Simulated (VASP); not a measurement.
# Se (P3_221) in VASP: notebook

The runs below take Se through single point, with PBE.

All numbers are computed with VASP 6.6.1; they aren't measurements. Logs are shortened: lines on timing, memory, paths and dates and some standing lists are left out, and cuts for length are marked.

## 1. The structure

The structure is trigonal, space group P3_221 (No. 154). Conventional cell: a = 4.355 Å, b = 4.355 Å, c = 4.949 Å, α = 90.00°, β = 90.00°, γ = 120.00°. Around Se (site symmetry 2) lie 2 Se at 2.32 Å.

## 2. Single point, PBE

The input, INCAR:

```
SYSTEM = Se
PREC     = Accurate       ! precision mode
ENCUT    = 500            ! plane-wave cutoff, eV
EDIFF    = 1E-6           ! SCF threshold, eV
ISMEAR   = 0              ! smearing method
SIGMA    = 0.05           ! smearing width, eV
LREAL    = .FALSE.        ! projectors in reciprocal space
LASPH    = .TRUE.         ! aspherical terms in the spheres
NELM     = 100            ! most SCF steps
ALGO     = Normal         ! electronic algorithm
ISIF     = 2              ! what is computed and relaxed
LWAVE    = .FALSE.        ! write WAVECAR
LCHARG   = .FALSE.        ! write CHGCAR
GGA      = PE             ! functional
NBANDS   = 16             ! bands
ADDGRID  = .FALSE.
```

The input, KPOINTS:

```
Automatic mesh
0
G
  6 6 5
  0 0 0
```

The input, POSCAR:

```
Se
1.0
    4.3551700000      0.0000000000      0.0000000000
   -2.1775850000      3.7716878578      0.0000000000
    0.0000000000      0.0000000000      4.9494500000
Se
3
Direct
    0.7830000000      0.7830000000      0.5000000000
    0.0000000000      0.2170000000      0.8333333333
    0.2170000000      0.0000000000      0.1666666667
```

Potentials or basis: VASP PAW PBE potentials, release 64 (Se).

The run is started by

```bash
$ cat potpaw_PBE.64/Se/POTCAR > POTCAR
$ mpirun -np 1 vasp_std > vasp.out
```

OUTCAR:

```text
SYSTEM = Se
   PREC = Accurate
   ENCUT = 500
   EDIFF = 1E-6
   ISMEAR = 0
   LREAL = .FALSE.
   LASPH = .TRUE.
   NELM = 100
   ISIF = 2
   GGA = PE

 Found     27 irreducible k-points:

 Following reciprocal coordinates:
            Coordinates               Weight
  0.000000  0.000000  0.000000      1.000000
  0.166667  0.000000  0.000000      6.000000
  0.333333  0.000000  0.000000      6.000000
  0.500000  0.000000  0.000000      3.000000
  0.166667  0.166667  0.000000      6.000000
  0.333333  0.166667  0.000000     12.000000
   k-points           NKPTS =     27   k-points in BZ     NKDIM =     27   number of bands    NBANDS=     16
   number of dos      NEDOS =    301   number of ions     NIONS =      3
   total plane-waves  NPLWV =  36864
   dimension x,y,z NGX =    32 NGY =   32 NGZ =   36
   dimension x,y,z NGXF=    64 NGYF=   64 NGZF=   72
   ions per type =               3
   NGX,Y,Z   is equivalent  to a cutoff of  12.22, 12.22, 12.09 a.u.
   NGXF,Y,Z  is equivalent  to a cutoff of  24.43, 24.43, 24.18 a.u.
 SYSTEM =  Se
   PREC   = accura    normal or accurate (medium, high low for compatibility)
   ISTART =      0    job   : 0-new  1-cont  2-samecut
   ICHARG =      2    charge: 1-file 2-atom 10-const
   ISPIN  =      1    spin polarized calculation?
   LNONCOLLINEAR =      F non collinear calculations
   LSORBIT =      F    spin-orbit coupling
   LASPH  =      T    aspherical Exc in radial PAW
   ENCUT  =  500.0 eV  36.75 Ry    6.06 a.u.   7.94  7.94  9.02*2*pi/ulx,y,z
   NELM   =    100;   NELMIN=  2; NELMDL= -5     # of ELM steps
   EDIFF  = 0.1E-05   stopping-criterion for ELM
[... 18 lines left out ...]
     AMIX     =   0.40;   BMIX     =  1.00
     AMIX_MAG =   1.60;   BMIX_MAG =  1.00
  volume/ion in A,a.u.               =      27.10       182.88
  Fermi-wavevector in a.u.,A,eV,Ry     =   0.990375  1.871538 13.345178  0.980843
  Thomas-Fermi vector in A             =   2.122041
   LORBIT       =      0    0 simple, 1 ext, 2 COOP (PROOUT), +10 PAW based schemes
   GGA     = PE    functional components
[... 5 lines left out ...]
 non-spin polarized calculation
 Gauss-broadening in eV      SIGMA  =   0.05
  energy-cutoff  :      500.00
  volume of cell :       81.30
 maximum number of plane-waves:      2094
   NGX = 15   NGY = 15   NGZ = 19

 number of electron      17.9999998 magnetization

 Free energy of the ion-electron system (eV)
  ---------------------------------------------------
  ext. energy  EPLUGINS =         0.00000000
  ---------------------------------------------------
  free energy    TOTEN  =       -10.37089954 eV

  energy without entropy =      -10.37089954  energy(sigma->0) =      -10.37089954

 E-fermi :   2.9019     XC(G=0):  -8.8322

 val. band max:        2.6514978516   @ k =   0.3333   0.1667   0.4000
 cond. band min:       4.0928496618   @ k =   0.3333   0.3333   0.4000
 fundamental gap:      1.4413518101
 Fermi energy:         2.9018711468

 k-point     1 :       0.0000    0.0000    0.0000
  band No.  band energies     occupation
      1     -13.3915      2.00000
      2      -9.0794      2.00000
      3      -9.0794      2.00000
      4      -1.2332      2.00000
      5      -1.2332      2.00000
      6      -1.0293      2.00000
[... 8 lines left out ...]
     15       9.1488      0.00000
     16      11.1154      0.00000

 k-point     2 :       0.1667    0.0000    0.0000
  band No.  band energies     occupation
      1     -13.2954      2.00000
      2      -9.1649      2.00000
      3      -9.0646      2.00000
      4      -1.9235      2.00000
      5      -1.5323      2.00000
      6      -0.8324      2.00000
[... 8 lines left out ...]
     15      10.0413      0.00000
     16      11.0874      0.00000

 k-point     3 :       0.3333    0.0000    0.0000
  band No.  band energies     occupation
      1     -13.0813      2.00000
      2      -9.3790      2.00000
      3      -9.0341      2.00000
      4      -2.4842      2.00000
      5      -1.9229      2.00000
      6      -0.8378      2.00000
[... 8 lines left out ...]
     15      11.2725      0.00000
     16      12.1139      0.00000

 k-point     4 :       0.5000    0.0000    0.0000
  band No.  band energies     occupation
      1     -12.9601      2.00000
      2      -9.5108      2.00000
      3      -9.0184      2.00000
      4      -2.6272      2.00000
      5      -2.0827      2.00000
      6      -0.6968      2.00000
[... 8 lines left out ...]
     15      12.4050      0.00000
     16      12.4682      0.00000

 k-point     5 :       0.1667    0.1667    0.0000
  band No.  band energies     occupation
      1     -13.1385      2.00000
      2      -9.2873      2.00000
      3      -9.0754      2.00000
      4      -2.3086      2.00000
      5      -1.9900      2.00000
      6      -0.6868      2.00000
[... 8 lines left out ...]
     15      10.7906      0.00000
     16      11.4842      0.00000

 k-point     6 :       0.3333    0.1667    0.0000
  band No.  band energies     occupation
      1     -12.9624      2.00000
      2      -9.4258      2.00000
      3      -9.1087      2.00000
      4      -2.5374      2.00000
      5      -2.2239      2.00000
      6      -0.5552      2.00000
[... 8 lines left out ...]
     15      11.7848      0.00000
     16      12.2549      0.00000

 [... further k-points ...]

------------------------ aborting loop because EDIFF is reached ----------------------------------------

  FORCE on cell =-STRESS in cart. coord.  units (eV):
  Direction    XX          YY          ZZ          XY          YZ          ZX
  --------------------------------------------------------------------------------------
  -------------------------------------------------------------------------------------
  Total        2.4139381      2.4139381      3.8565956      0.0000000     -0.0000000      0.0000000
  in kB       47.5706315     47.5706315     76.0005770      0.0000000     -0.0000000      0.0000000
  external PRESSURE =      57.0472800 kB  Pullay stress =       0.0000000 kB

 VOLUME and BASIS-vectors are now :
 -----------------------------------------------------------------------------
  energy-cutoff  :      500.00
  volume of cell :       81.30
      direct lattice vectors                 reciprocal lattice vectors
     4.355170000  0.000000000  0.000000000     0.229612162  0.132566644  0.000000000
    -2.177585000  3.771687858  0.000000000     0.000000000  0.265133287  0.000000000
     0.000000000  0.000000000  4.949450000     0.000000000  0.000000000  0.202042651

 POSITION                                       TOTAL-FORCE (eV/Angst)
 -----------------------------------------------------------------------------------
      1.70505      2.95323      2.47472        -0.593464     -1.027910     -0.000000
     -0.47254      0.81846      4.12454        -0.593464      1.027910      0.000000
      0.94507      0.00000      0.82491         1.186928      0.000000     -0.000000
 -----------------------------------------------------------------------------------
    total drift:                               -0.000000     -0.000000      0.000000

  FREE ENERGIE OF THE ION-ELECTRON SYSTEM (eV)
  ---------------------------------------------------
  free  energy   TOTEN  =       -10.3708995447 eV

  energy  without entropy=      -10.3708995447  energy(sigma->0) =      -10.37089954
```

Wall time 11 s (1 thread of Intel Xeon 6975P-C (Granite Rapids), shared host); peak memory 0.18 GiB.

These settings aren't checked as converged: the numbers below hold their error.

What came out:

- Free energy: -10.3709 eV
- Pressure: 5.7 GPa
- Largest force: 1.187 eV/Å
- Band gap on the k mesh: 1.44 eV, indirect (least direct gap 1.46 eV)

Caveat: an odd mesh through Γ misses points on the zone boundary, where band edges often lie; forces of over 1 eV/Å show positions far from the minimum, so gaps and moduli don't describe the material at rest.

## 3. Single point, PBE

INCAR, as its differences from that of step 2:

```diff
@@ -2,3 +2,3 @@
 PREC     = Accurate       ! precision mode
-ENCUT    = 500            ! plane-wave cutoff, eV
+ENCUT    = 250            ! plane-wave cutoff, eV
 EDIFF    = 1E-6           ! SCF threshold, eV
```

The input, KPOINTS:

```
Automatic mesh
0
G
  9 9 7
  0 0 0
```

POSCAR is that of step 2.

Potentials or basis: VASP PAW PBE potentials, release 64 (Se).

The run is started by

```bash
$ cat potpaw_PBE.64/Se/POTCAR > POTCAR
$ mpirun -np 1 vasp_std > vasp.out
```

OUTCAR:

```text
SYSTEM = Se
   PREC = Accurate
   ENCUT = 250
   EDIFF = 1E-6
   ISMEAR = 0
   LREAL = .FALSE.
   LASPH = .TRUE.
   NELM = 100
   ISIF = 2
   GGA = PE

 Found     69 irreducible k-points:

 Following reciprocal coordinates:
            Coordinates               Weight
  0.000000  0.000000  0.000000      1.000000
  0.111111  0.000000  0.000000      6.000000
  0.222222  0.000000  0.000000      6.000000
  0.333333  0.000000  0.000000      6.000000
  0.444444  0.000000  0.000000      6.000000
  0.111111  0.111111  0.000000      6.000000
   k-points           NKPTS =     69   k-points in BZ     NKDIM =     69   number of bands    NBANDS=     16
   number of dos      NEDOS =    301   number of ions     NIONS =      3
   total plane-waves  NPLWV =  16128
   dimension x,y,z NGX =    24 NGY =   24 NGZ =   28
   dimension x,y,z NGXF=    48 NGYF=   48 NGZF=   56
   ions per type =               3
   NGX,Y,Z   is equivalent  to a cutoff of   9.16,  9.16,  9.40 a.u.
   NGXF,Y,Z  is equivalent  to a cutoff of  18.32, 18.32, 18.81 a.u.
 SYSTEM =  Se
   PREC   = accura    normal or accurate (medium, high low for compatibility)
   ISTART =      0    job   : 0-new  1-cont  2-samecut
   ICHARG =      2    charge: 1-file 2-atom 10-const
   ISPIN  =      1    spin polarized calculation?
   LNONCOLLINEAR =      F non collinear calculations
   LSORBIT =      F    spin-orbit coupling
   LASPH  =      T    aspherical Exc in radial PAW
   ENCUT  =  250.0 eV  18.37 Ry    4.29 a.u.   5.61  5.61  6.38*2*pi/ulx,y,z
   NELM   =    100;   NELMIN=  2; NELMDL= -5     # of ELM steps
   EDIFF  = 0.1E-05   stopping-criterion for ELM
[... 18 lines left out ...]
     AMIX     =   0.40;   BMIX     =  1.00
     AMIX_MAG =   1.60;   BMIX_MAG =  1.00
  volume/ion in A,a.u.               =      27.10       182.88
  Fermi-wavevector in a.u.,A,eV,Ry     =   0.990375  1.871538 13.345178  0.980843
  Thomas-Fermi vector in A             =   2.122041
   LORBIT       =      0    0 simple, 1 ext, 2 COOP (PROOUT), +10 PAW based schemes
   GGA     = PE    functional components
[... 5 lines left out ...]
 non-spin polarized calculation
 Gauss-broadening in eV      SIGMA  =   0.05
  energy-cutoff  :      250.00
  volume of cell :       81.30
 maximum number of plane-waves:       745
 NGX is ok and might be reduce to    24
   NGX = 11   NGY = 11   NGZ = 13

 number of electron      17.9999996 magnetization

 Free energy of the ion-electron system (eV)
  ---------------------------------------------------
  ext. energy  EPLUGINS =         0.00000000
  ---------------------------------------------------
  free energy    TOTEN  =       -10.36522534 eV

  energy without entropy =      -10.36522534  energy(sigma->0) =      -10.36522534

 E-fermi :   3.0088     XC(G=0):  -8.8323

 val. band max:        2.7366090931   @ k =   0.4444   0.0000   0.4286
 cond. band min:       3.9337223861   @ k =   0.3333   0.3333   0.4286
 fundamental gap:      1.1971132930
 Fermi energy:         3.0087910713

 k-point     1 :       0.0000    0.0000    0.0000
  band No.  band energies     occupation
      1     -13.3917      2.00000
      2      -9.0794      2.00000
      3      -9.0794      2.00000
      4      -1.2326      2.00000
      5      -1.2326      2.00000
      6      -1.0286      2.00000
[... 8 lines left out ...]
     15       9.1511      0.00000
     16      11.1197      0.00000

 k-point     2 :       0.1111    0.0000    0.0000
  band No.  band energies     occupation
      1     -13.3476      2.00000
      2      -9.1178      2.00000
      3      -9.0726      2.00000
      4      -1.6535      2.00000
      5      -1.3901      2.00000
      6      -0.8610      2.00000
[... 8 lines left out ...]
     15       9.6224      0.00000
     16      11.0576      0.00000

 k-point     3 :       0.2222    0.0000    0.0000
  band No.  band energies     occupation
      1     -13.2294      2.00000
      2      -9.2282      2.00000
      3      -9.0548      2.00000
      4      -2.1606      2.00000
      5      -1.6764      2.00000
      6      -0.8344      2.00000
[... 8 lines left out ...]
     15      10.4717      0.00000
     16      11.3043      0.00000

 k-point     4 :       0.3333    0.0000    0.0000
  band No.  band energies     occupation
      1     -13.0817      2.00000
      2      -9.3790      2.00000
      3      -9.0341      2.00000
      4      -2.4833      2.00000
      5      -1.9221      2.00000
      6      -0.8367      2.00000
[... 8 lines left out ...]
     15      11.2764      0.00000
     16      12.1192      0.00000

 k-point     5 :       0.4444    0.0000    0.0000
  band No.  band energies     occupation
      1     -12.9757      2.00000
      2      -9.4938      2.00000
      3      -9.0204      2.00000
      4      -2.6127      2.00000
      5      -2.0631      2.00000
      6      -0.7359      2.00000
[... 8 lines left out ...]
     15      12.1240      0.00000
     16      12.7004      0.00000

 k-point     6 :       0.1111    0.1111    0.0000
  band No.  band energies     occupation
      1     -13.2662      2.00000
      2      -9.1856      2.00000
      3      -9.0675      2.00000
      4      -2.0063      2.00000
      5      -1.6711      2.00000
      6      -0.7673      2.00000
[... 8 lines left out ...]
     15      10.2109      0.00000
     16      11.0135      0.00000

 [... further k-points ...]

------------------------ aborting loop because EDIFF is reached ----------------------------------------

  FORCE on cell =-STRESS in cart. coord.  units (eV):
  Direction    XX          YY          ZZ          XY          YZ          ZX
  --------------------------------------------------------------------------------------
  -------------------------------------------------------------------------------------
  Total        2.3294923      2.3294923      3.8101755     -0.0000000     -0.0000000      0.0000000
  in kB       45.9064879     45.9064879     75.0857914     -0.0000000     -0.0000000      0.0000000
  external PRESSURE =      55.6329224 kB  Pullay stress =       0.0000000 kB

 VOLUME and BASIS-vectors are now :
 -----------------------------------------------------------------------------
  energy-cutoff  :      250.00
  volume of cell :       81.30
      direct lattice vectors                 reciprocal lattice vectors
     4.355170000  0.000000000  0.000000000     0.229612162  0.132566644  0.000000000
    -2.177585000  3.771687858  0.000000000     0.000000000  0.265133287  0.000000000
     0.000000000  0.000000000  4.949450000     0.000000000  0.000000000  0.202042651

 POSITION                                       TOTAL-FORCE (eV/Angst)
 -----------------------------------------------------------------------------------
      1.70505      2.95323      2.47472        -0.597824     -1.035462     -0.000000
     -0.47254      0.81846      4.12454        -0.597824      1.035462     -0.000000
      0.94507      0.00000      0.82491         1.195649     -0.000000      0.000000
 -----------------------------------------------------------------------------------
    total drift:                                0.000002      0.000004     -0.000000

  FREE ENERGIE OF THE ION-ELECTRON SYSTEM (eV)
  ---------------------------------------------------
  free  energy   TOTEN  =       -10.3652253390 eV

  energy  without entropy=      -10.3652253390  energy(sigma->0) =      -10.36522534
```

Run time: 10 s. Hardware: 1 thread of Intel Xeon 6975P-C (Granite Rapids), shared host; peak memory 0.14 GiB.

The run converged, but some of its settings lie outside the range that counts as converged, so its numbers aren't taken as properties of the crystal.

Results:

| Quantity | Value |
| --- | --- |
| Free energy | -10.3652 eV |
| Pressure | 5.6 GPa |
| Largest force | 1.196 eV/Å |
| Band gap on the k mesh | 1.20 eV, indirect (least direct gap 1.29 eV) |

Caveat: the cutoff is under 1.25 times the usual one of these potentials, so pressure, stress and relaxed cells hold a basis-set (Pulay) error; an odd mesh through Γ misses points on the zone boundary, where band edges often lie; forces of over 1 eV/Å show positions far from the minimum, so gaps and moduli don't describe the material at rest.

## 4. Single point, PBE

INCAR, as its differences from that of step 3:

```diff
@@ -2,3 +2,3 @@
 PREC     = Accurate       ! precision mode
-ENCUT    = 250            ! plane-wave cutoff, eV
+ENCUT    = 400            ! plane-wave cutoff, eV
 EDIFF    = 1E-6           ! SCF threshold, eV
```

The input, KPOINTS:

```
Automatic mesh
0
G
  7 7 6
  0 0 0
```

POSCAR is that of step 3.

The run is started by

```bash
$ cat potpaw_PBE.64/Se/POTCAR > POTCAR
$ mpirun -np 1 vasp_std > vasp.out
```

Run time: 11 s. Hardware: 1 thread of Intel Xeon 6975P-C (Granite Rapids), shared host; peak memory 0.16 GiB.

These settings aren't checked as converged: the numbers below hold their error.

What came out:

* Free energy: -10.3702 eV
* Pressure: 5.7 GPa
* Largest force: 1.189 eV/Å
* Band gap on the k mesh: 1.16 eV, indirect (least direct gap 1.38 eV)

Caveat: an odd mesh through Γ misses points on the zone boundary, where band edges often lie; forces of over 1 eV/Å show positions far from the minimum, so gaps and moduli don't describe the material at rest.

## 5. The reference run

An earlier run on the cell as given: functional PBE; potentials or basis VASP PAW PBE potentials, release 64 (Se); cutoff 520 eV; k mesh 7 × 7 × 6; occupations fermi-dirac, width 0.05 eV; no spin polarisation.

* Pressure: 5.7 GPa
* Largest force: 1.188 eV/Å
* Band gap on the k mesh: 1.16 eV, indirect (least direct gap 1.38 eV)
